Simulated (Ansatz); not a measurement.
# TiC/GaN/W: conductance against the thickness of the layer, part 7 of 7

How fast does the current through TiC/GaN/W fall with each added layer? The lower electrode is TiC rock salt(001), the upper one W bcc(001); the barrier is GaN zinc blende(001) (Ga and Ga faces). In the first transport cell, after relaxation, the nearest pair of electrode and barrier is C–Ga at 1.98 Å, along the normal, at the lower face and W–Ga at 2.76 Å, at a slant, at the upper one. All share a net of side 3.217 Å, which strains the lower electrode by +5.1 %, the upper one by +1.5 % and the barrier by +0.0 %, against typed lattice constants near PBE's. The first steps treat the bulk electrodes alone.

Ansatz 0.2.0; PBE DFT, plane waves, PAW files (the session's first sound run).

So far, transmission at the Fermi level (a spin, zone mean): step 5 (the open system: T(E)) 9.4e-4; step 8 (conductance, 44 atoms) 9.2e-4; step 9 (conductance on a fine mesh, atomic planes in the barrier 11, gap between the …) 5.2e-4; step 10 (conductance, atomic planes in the barrier 13, gap between the electrodes 18.02 Å) 3.1e-4; step 13 (conductance, atomic planes in the barrier 21, gap between the electrodes 27.12 Å) 3.9e-5.

The structure was built from a prototype and need not be the compound's stable phase.

## 16. A repeat with changed settings

This step: PBE DFT, plane waves, PAW files; ballistic transmission by layer matching between semi-infinite leads; changed: scf.algorithm = "density_mixing", hamiltonian.xc = "rpbe", crystal.symmetry = {"detect": false} (Ansatz 0.2.0).

System of this step: TiC/GaN/W. The cell holds 44 atoms: 12 C, 12 Ti, 5 Ga, 4 N and 11 W. Cell: a = 3.217 Å, b = 3.217 Å, c = 66.377 Å, α = 90.0°, β = 90.0°, γ = 90.0°. Regions: left electrode, 24 atoms (12 C and 12 Ti); barrier, 9 atoms (5 Ga and 4 N); right electrode, 11 atoms (11 W). Vacuum lies along c.

This run repeats an earlier one, its twin (the spectrum run, 9 atomic planes between the electrodes), with three settings changed (hamiltonian.xc, crystal.symmetry.detect, scf.algorithm; files written aside). It is meant to test how much rests on the functional and whether the numerical route changes the result or only the time. Where the input is shown as a difference, that is against the step before, not the twin.

Input file input.yaml:

```yaml
crystal:
  lattice:
    - [3.217, 0.0, 0.0]
    - [0.0, 3.217, 0.0]
    - [0.0, 0.0, 66.3770934799]
  atoms:
    - { symbol: C, position: [0.65423113, 0.35493914, 0.1054580674] }
    - { symbol: Ti, position: [0.15423113, 0.85493914, 0.1054580674] }
    - { symbol: C, position: [0.15423113, 0.85493914, 0.1374160516] }
    - { symbol: Ti, position: [0.65423113, 0.35493914, 0.1374160516] }
    - { symbol: C, position: [0.65423113, 0.35493914, 0.1693740358] }
    - { symbol: Ti, position: [0.15423113, 0.85493914, 0.1693740358] }
    - { symbol: C, position: [0.15423113, 0.85493914, 0.2013320199] }
    - { symbol: Ti, position: [0.65423113, 0.35493914, 0.2013320199] }
    - { symbol: C, position: [0.65423113, 0.35493914, 0.2332900041] }
    - { symbol: Ti, position: [0.15423113, 0.85493914, 0.2332900041] }
    - { symbol: C, position: [0.15423113, 0.85493914, 0.2652479883] }
    - { symbol: Ti, position: [0.65423113, 0.35493914, 0.2652479883] }
    - { symbol: C, position: [0.65423113, 0.35493914, 0.2972059724] }
    - { symbol: Ti, position: [0.15423113, 0.85493914, 0.2972059724] }
    - { symbol: C, position: [0.15423113, 0.85493914, 0.3291639566] }
    - { symbol: Ti, position: [0.65423113, 0.35493914, 0.3291639566] }
    - { symbol: C, position: [0.65423113, 0.35493914, 0.3611219408] }
    - { symbol: Ti, position: [0.15423113, 0.85493914, 0.3611219408] }
    - { symbol: C, position: [0.15423113, 0.85493914, 0.3930799249] }
    - { symbol: Ti, position: [0.65423113, 0.35493914, 0.3930799249] }
    - { symbol: C, position: [0.65423113, 0.35493914, 0.4250379091] }
    - { symbol: Ti, position: [0.15423113, 0.85493914, 0.4250379091] }
    - { symbol: C, position: [0.15432048, 0.85488857, 0.4576093805] }
    - { symbol: Ti, position: [0.65428284, 0.35492539, 0.4553009374] }
    - { symbol: Ga, position: [0.15477774, 0.85479523, 0.4874140616] }
    - { symbol: "N", position: [0.65480999, 0.85473802, 0.5046600673] }
    - { symbol: Ga, position: [0.65488936, 0.35476964, 0.5223501877] }
    - { symbol: "N", position: [0.15490492, 0.35465193, 0.5389255142] }
    - { symbol: Ga, position: [0.15499886, 0.85463508, 0.5566423081] }
    - { symbol: "N", position: [0.65501409, 0.85445645, 0.573187837] }
    - { symbol: Ga, position: [0.65510939, 0.35455499, 0.5909000804] }
    - { symbol: "N", position: [0.15512169, 0.35487515, 0.6074213264] }
    - { symbol: Ga, position: [0.1551555, 0.85770762, 0.6257104407] }
    - { symbol: W, position: [0.65525611, 0.81125052, 0.6594491267] }
    - { symbol: W, position: [0.15534949, 0.30121366, 0.6802759893] }
    - { symbol: W, position: [0.65534949, 0.80121366, 0.7040833164] }
    - { symbol: W, position: [0.15534949, 0.30121366, 0.7278906434] }
    - { symbol: W, position: [0.65534949, 0.80121366, 0.7516979704] }
    - { symbol: W, position: [0.15534949, 0.30121366, 0.7755052974] }
    - { symbol: W, position: [0.65534949, 0.80121366, 0.7993126245] }
    - { symbol: W, position: [0.15534949, 0.30121366, 0.8231199515] }
    - { symbol: W, position: [0.65534949, 0.80121366, 0.8469272785] }
    - { symbol: W, position: [0.15534949, 0.30121366, 0.8707346055] }
    - { symbol: W, position: [0.65534949, 0.80121366, 0.8945419326] }
  symmetry: { detect: false }
kpoints:
  mp_grid: { grid: [8, 8, 1] }
scf:
  occupations: { method: fermi_dirac, width: 0.1 }
  max_iter: 150
  algorithm: density_mixing
hamiltonian:
  xc: rpbe
output:
  transmission:
    kmesh: [10, 10]
    e_range: [-3, 3]
    de: 0.1
    leads: [[10, 12], [38, 39]]
  dos: { projected: true, e_range: [-6, 5], de: 0.05 }
  write_potential: true
  write_density: true
  volumetric_format: npy
```

On the command line:

```bash
> ansatz run input.yaml --threads 8 --pin off --max-ram 24576MiB --backend cpu --events-out ev --progress --plain --runs-dir out
```

Numbers of over 12 decimals in the logs are rounded to 6 here.

Log:

```text
Engine: ansatz 0.2.0, aarch64-unknown-linux-gnu
Pseudopotentials: kind: paw
Pseudopotential: C, paw, valence charge 4, recommended cutoff 420 eV (normal), C.paw.azcp
Pseudopotential: Ti, paw, valence charge 12, recommended cutoff 420 eV (normal), Ti.paw.azcp
Pseudopotential: Ga, paw, valence charge 13, recommended cutoff 420 eV (normal), Ga.paw.azcp
Pseudopotential: N, paw, valence charge 5, recommended cutoff 420 eV (normal), N.paw.azcp
Pseudopotential: W, paw, valence charge 14, recommended cutoff 420 eV (normal), W.paw.azcp
Functional definition: RPBE
  parameter kappa = 0.804
  parameter beta = 0.066725
  exchange = rpbe_x(kappa = kappa, mu = beta*pi^2/3)
  correlation = pbe_c(beta = beta)
Crystal: 44 atoms, lattice volume = 686.942 Å³
Basis set: ecut = 420 eV, 13437 PW (Γ)
Bands: 260, of which v1, the nominal top of the filled ones, is band 216 counted from 1 (215 counted from 0)
Symmetry: 1 space group operations
k-points: 34 of 64 (time reversal used)
Non-local potential: C, projectors of the file, l = 0: 2, l = 1: 2, l = 2: 1
Non-local potential: Ti, projectors of the file, l = 0: 3, l = 1: 2, l = 2: 3, l = 3: 1
Non-local potential: Ga, projectors of the file, l = 0: 2, l = 1: 2, l = 2: 3, l = 3: 1
Non-local potential: N, projectors of the file, l = 0: 2, l = 1: 2, l = 2: 1
Non-local potential: W, projectors of the file, l = 0: 3, l = 1: 2, l = 2: 2, l = 3: 1
PAW form: soft (Blöchl's): semilocal exchange-correlation on the pseudo side does not see the compensation charge
PAW frozen core: C, regenerated for the run's functional, and the local potential with it (the file was generated under x = pbe(κ = 0.804, μ = 0.219515), c = pbe(β = 0.066725))
PAW frozen core: Ti, regenerated for the run's functional, and the local potential with it (the file was generated under x = pbe(κ = 0.804, μ = 0.219515), c = pbe(β = 0.066725))
PAW frozen core: Ga, regenerated for the run's functional, and the local potential with it (the file was generated under x = pbe(κ = 0.804, μ = 0.219515), c = pbe(β = 0.066725))
PAW frozen core: N, regenerated for the run's functional, and the local potential with it (the file was generated under x = pbe(κ = 0.804, μ = 0.219515), c = pbe(β = 0.066725))
PAW frozen core: W, regenerated for the run's functional, and the local potential with it (the file was generated under x = pbe(κ = 0.804, μ = 0.219515), c = pbe(β = 0.066725))
PAW one-centre angular grid: C, 110 points (default); XC on 64 Gauss nodes
PAW one-centre angular grid: Ti, 590 points (default); XC on 64 Gauss nodes
PAW one-centre angular grid: Ga, 590 points (default); XC on 64 Gauss nodes
PAW one-centre angular grid: N, 110 points (default); XC on 64 Gauss nodes
PAW one-centre angular grid: W, 590 points (default); XC on 64 Gauss nodes
[...]
SCF iter   5: F=—  HF=-167948.099962 eV  |F-HF|=—  |Δ(HF+E_count)|=   5.62e-4  Δρ=1.98e-4  dr2=2.03e-3  ethr=2.91e-6  ⟨swp⟩=2.1  Hψ=12326  notcnv=0
SCF iter   6: F=—  HF=-167948.099939 eV  |F-HF|=—  |Δ(HF+E_count)|=   2.33e-5  Δρ=7.94e-5  dr2=2.90e-4  ethr=4.70e-7  ⟨swp⟩=2.1  Hψ=11839  notcnv=0
SCF iter   7: F=—  HF=-167948.099936 eV  |F-HF|=—  |Δ(HF+E_count)|=   2.49e-6  Δρ=3.52e-5  dr2=5.91e-5  ethr=6.72e-8  ⟨swp⟩=2.0  Hψ=12479  notcnv=0
SCF iter   8: F=—  HF=-167948.100255 eV  |F-HF|=—  |Δ(HF+E_count)|=   3.19e-4  Δρ=1.29e-5  dr2=7.02e-6  ethr=1.37e-8  ⟨swp⟩=2.1  Hψ=11529  notcnv=0
SCF iter   9: F=—  HF=-167948.100256 eV  |F-HF|=—  |Δ(HF+E_count)|=   2.54e-7  Δρ=6.51e-6  dr2=1.07e-6  ethr=1.63e-9  ⟨swp⟩=2.1  Hψ=12656  notcnv=0
SCF iter  10: F=—  HF=-167948.100256 eV  |F-HF|=—  |Δ(HF+E_count)|=   3.78e-8  Δρ=3.33e-6  dr2=3.50e-7  ethr=2.48e-10  ⟨swp⟩=2.2  Hψ=12202  notcnv=0
SCF iter  11: F=-167948.100256 eV  HF=-167948.100256 eV  |F-HF|=4.83e-8  |Δ(HF+E_count)|=   1.48e-8  Δρ=1.51e-6  dr2=5.96e-8  ethr=2.32e-11  ⟨swp⟩=7.4  Hψ=27578  notcnv=0
SCF 1 converged in 11 iterations: F = -167948.100256 eV  dr2 = 5.96e-8
[...]
transmission: 332 of 3276 steps passed
transmission: 657 of 3276 steps passed
[...]
transmission: 2630 of 3276 steps passed
WARN: the run was ended behind the SCF: a stop after 2726 completed steps of the transmission. The result of record stands; what else was asked for is given out only as far as it was finished by then, or is formed of that. The run will not end as completed
SCF converged after 11 iterations
Free energy (F): -167948.100256 eV
Harris-Foulkes:  -167948.100256 eV  (|F-HF|=4.83e-8)
Internal energy: -167947.639007 eV  (E = F + TS)
E sigma→0 (E₀):  -167947.869631 eV
Entropy (-TS):   -0.461248 eV (-10.483 meV/atom)
Fermi energy:    11.917684 eV
--- Per-component energies (eV) ---
  E_band       = -4358.247755
  E_kinetic    = 10324.192251
  E_local      = -585716.795750  (includes V_loc(G=0)·N_el)
  E_nonlocal   = 2679.853647
  E_hartree    = 289673.180916
  E_xc         = -5269.380020
  E_vxc        = -5390.807931  (∫ρ·V_xc dr)
  E_paw        = -118627.175592  (= ΣΔE_a)
  E_vpaw       = -5601.084993  (= ΣTr[D̂ρ^β])
  E_aug_tail   = 0.001073  (compensation charges beyond the density's cutoff)
  E_ewald      = 238990.176306
  E_core_change = -1.691839  (= ΣΔE_core)
  E_smearing   = -0.461248  (= −TS)
  E_closure    = -0.000000  (closes the sum)
  Σ components = -167948.100256   (vs F -167948.100256, Δ=0.00e0)
--- Band table (eV; the first three rows and the last of 34) ---
  k-point 0: bands = [... 212 lower, 11.6617, 11.7040, 11.7095, 11.7136, 11.7779, 11.8095, 11.8217, 11.8911, ... 40 higher]
  k-point 1: bands = [... 212 lower, 11.8258, 11.8419, 11.8529, 11.8566, 11.9395, 12.0099, 12.0696, 12.0895, ... 40 higher]
  k-point 2: bands = [... 212 lower, 11.6801, 11.6876, 11.7315, 11.8620, 12.2936, 12.3565, 12.5113, 12.6417, ... 40 higher]
  k-point 33: bands = [... 212 lower, 11.7131, 12.0008, 12.1341, 12.1883, 12.2623, 12.2969, 12.4732, 12.8674, ... 40 higher]
Error: SIGTERM received: cancelled by the caller after 2726 completed steps of the transmission, in an analysis behind the self-consistent cycle: that cycle's result was reported, and what else the deck asks for behind it is given out only as far as it was finished by then, or is formed of that: a resume of the run directory makes the rest
```

Run time: 7.7 min. Hardware: 8 threads of Arm Neoverse V1, shared host; peak memory 10 GiB.

The run was cut off at the time limit after its SCF cycle had converged; no result of it is taken.

The program's message: “Error: SIGTERM received: cancelled by the caller after 2726 completed steps of the transmission, in an analysis behind the self-consistent cycle: that cycle's result was reported, and what else the de …”

## 17. Summary of results

- 1/G at 8.93 Å gap: 0.310 Ω um²
- 1/G at 27.1 Å gap: 34.8 Ω um²
- decay constant β: 0.25 Å⁻¹

In words: A fit of ln G against d gives β = 0.25 Å⁻¹, and step by step the slopes are 0.33, 0.34, 0.24, 0.25, 0.23, 0.23 and 0.23 Å⁻¹. They differ by more than a fifth, so the fit is an average; how much of this is a real bend and how much error of the runs wasn't traced. At the Fermi level the layers of the barrier in the wide-window run (9 planes) hold from 0.015 to 0.88 states an eV and atom. The program's largest error estimate on these conductances is 62 %, from the mesh across the current, in the run that gave 2.9e10 S/m². In 8 of these 8 runs a lead's potential steps by more than 25 meV, which the program flags as too much. No spin-orbit coupling, phonons, disorder or image charges enter; the interfaces are ordered, one cell wide and lattice-matched by strain. Semilocal gaps are too small, which can bring a band edge of the barrier nearer to the Fermi level than it is.

[Logs are printed without paths, hosts, clocks, repeated set-up lines and the standing remarks that a program may print on its own settings, such as how far it seeks lower states.]

[Hosts, paths, dates, database ids (printed as entryN), source tags and the programs' standing remarks are cut or masked in the printed files.]
